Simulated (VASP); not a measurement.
These are PBE GGA, VASP's PBE PAW potentials (set 64) (plane waves; VASP) values and carry that method's errors.

The input files of a VASP run:

### KPOINTS
```
Regular mesh
0
Gamma
 12 12 10
0.5 0.5 0.5
```

INCAR:
```
# general
SYSTEM = Li3N
PREC   = Accurate
ENCUT  = 400   # plane-wave cut-off (eV)
LREAL  = .False.
LASPH  = .True.

# electronic loop
EDIFF  = 1E-6   # SCF stop (eV)
NELM   = 100   # most electronic steps
ALGO   = Normal   # blocked Davidson

# smearing
ISMEAR = 0
SIGMA  = 0.01   # width (eV)

# functional
GGA    = PE   # PBE

# ions
ISIF   = 2

# output
LWAVE  = .False.
LCHARG = .False.
```

**POSCAR**
```
Li3N
1
    3.6285010000     0.0000000000     0.0000000000
   -1.8142500000     3.1423740000     0.0000000000
    0.0000000000     0.0000000000     3.8746840000
Li N
3 1
Direct
  0.0000000000   0.0000000000   0.5000000000
  0.3333330000   0.6666670000   0.0000000000
  0.6666670000   0.3333330000   0.0000000000
  0.0000000000   0.0000000000   0.0000000000
```

POTCAR, in this order: Li_sv N (PBE.64 set). Program: vasp_std.

The resulting files:

**OUTCAR**
```
 ion  position               nearest neighbor table
   1  0.000  0.000  0.500-   4 1.94   4 1.94
   2  0.333  0.667  0.000-   4 2.09   3 2.09   3 2.09   4 2.09   4 2.09   3 2.09
   3  0.667  0.333  0.000-   4 2.09   2 2.09   2 2.09   4 2.09   4 2.09   2 2.09
   4  0.000  0.000  0.000-   1 1.94   1 1.94   3 2.09   2 2.09   2 2.09   3 2.09   3 2.09   2 2.09
  LATTYP: Found a hexagonal cell.
 ALAT       =     3.6285010000
 C/A-ratio  =     1.0678470255
 Subroutine PRICEL returns:
 Original cell was already a primitive cell.
 Subroutine GETGRP returns: Found 24 space group operations
The static configuration has the point symmetry D_6h.
The dynamic configuration has the point symmetry D_6h.
 Subroutine INISYM returns: Found 24 space group operations
 Subroutine IBZKPT returns following result:
 Found    210 irreducible k-points:

 Following reciprocal coordinates:
            Coordinates               Weight
  0.041667  0.041667  0.050000     12.000000
  0.125000  0.041667  0.050000     24.000000
  0.208333  0.041667  0.050000     24.000000
  0.291667  0.041667  0.050000     24.000000
  0.375000  0.041667  0.050000     24.000000
  0.458333  0.041667  0.050000     24.000000
...
```

### OSZICAR
```
       N       E                     dE             d eps       ncg     rms          rms(c)
DAV:   1     0.512443133566E+02    0.51244E+02   -0.59074E+03  4620   0.114E+03
DAV:   2    -0.117565549263E+02   -0.63001E+02   -0.58802E+02  6297   0.228E+02
DAV:   3    -0.191328489344E+02   -0.73763E+01   -0.73424E+01  7160   0.722E+01
DAV:   4    -0.198901780109E+02   -0.75733E+00   -0.75657E+00  7176   0.187E+01
DAV:   5    -0.198994069731E+02   -0.92290E-02   -0.92286E-02  6349   0.258E+00    0.991E+00
DAV:   6    -0.158981709415E+02    0.40012E+01   -0.25369E+01  5087   0.228E+01    0.459E+00
DAV:   7    -0.157419795449E+02    0.15619E+00   -0.16077E+00  6353   0.744E+00    0.232E+00
DAV:   8    -0.156629044741E+02    0.79075E-01   -0.36438E-01  5566   0.469E+00    0.116E+00
DAV:   9    -0.156535523124E+02    0.93522E-02   -0.48255E-02  5822   0.138E+00    0.363E-01
DAV:  10    -0.156546639312E+02   -0.11116E-02   -0.42932E-03  5736   0.371E-01    0.892E-02
DAV:  11    -0.156544333906E+02    0.23054E-03   -0.18454E-03  5958   0.193E-01    0.312E-02
DAV:  12    -0.156544459062E+02   -0.12516E-04   -0.15830E-04  5938   0.759E-02    0.158E-02
DAV:  13    -0.156544396220E+02    0.62842E-05   -0.34743E-05  6138   0.329E-02    0.144E-03
DAV:  14    -0.156544397140E+02   -0.91954E-07   -0.18944E-06  5332   0.980E-03
   1 F= -.15654440E+02 E0= -.15654440E+02  d E =-.176269E-18
```

OUTCAR:
```
------------------------ aborting loop because EDIFF is reached ----------------------------------------
  FORCE on cell =-STRESS in cart. coord.  units (eV):
  Direction    XX          YY          ZZ          XY          YZ          ZX
  --------------------------------------------------------------------------------------
  Total       -1.6447804     -1.6447804     -1.8574810     -0.0000003      0.0000000     -0.0000000
  in kB      -59.6481669    -59.6481653    -67.3617813     -0.0000095      0.0000000     -0.0000000
  external PRESSURE =     -62.2193712 kB  Pullay stress =       0.0000000 kB
  volume of cell :       44.18
      direct lattice vectors                 reciprocal lattice vectors
     3.628501000  0.000000000  0.000000000     0.275595900  0.159115326  0.000000000
    -1.814250000  3.142374000  0.000000000     0.000000000  0.318230739  0.000000000
     0.000000000  0.000000000  3.874684000     0.000000000  0.000000000  0.258085563
 POSITION                                       TOTAL-FORCE (eV/Angst)
 -----------------------------------------------------------------------------------
      0.00000      0.00000      1.93734        -0.000000      0.000000      0.000000
     -0.00000      2.09492      0.00000         0.000000      0.000000      0.000000
      1.81425      1.04746      0.00000        -0.000000      0.000000      0.000000
      0.00000      0.00000      0.00000        -0.000000      0.000000      0.000000
 -----------------------------------------------------------------------------------
    total drift:                                0.000000     -0.000000      0.000000
  FREE ENERGIE OF THE ION-ELECTRON SYSTEM (eV)
  ---------------------------------------------------
  free  energy   TOTEN  =       -15.6544397140 eV

  energy  without entropy=      -15.6544397140  energy(sigma->0) =      -15.65443971
```
(Selected blocks of OUTCAR.)

At this cut-off the stress carries a Pulay error, which pulls relaxed volumes low.

The structure comes from a computed database's Li3N entry; how it stands against other phases isn't given here. The cell was not relaxed at this level. The run is one of a series of settings (KPOINTS 12×12×10 Γ-centred mesh shifted by (0.5, 0.5, 0.5) against the base run), some of them coarse on purpose.
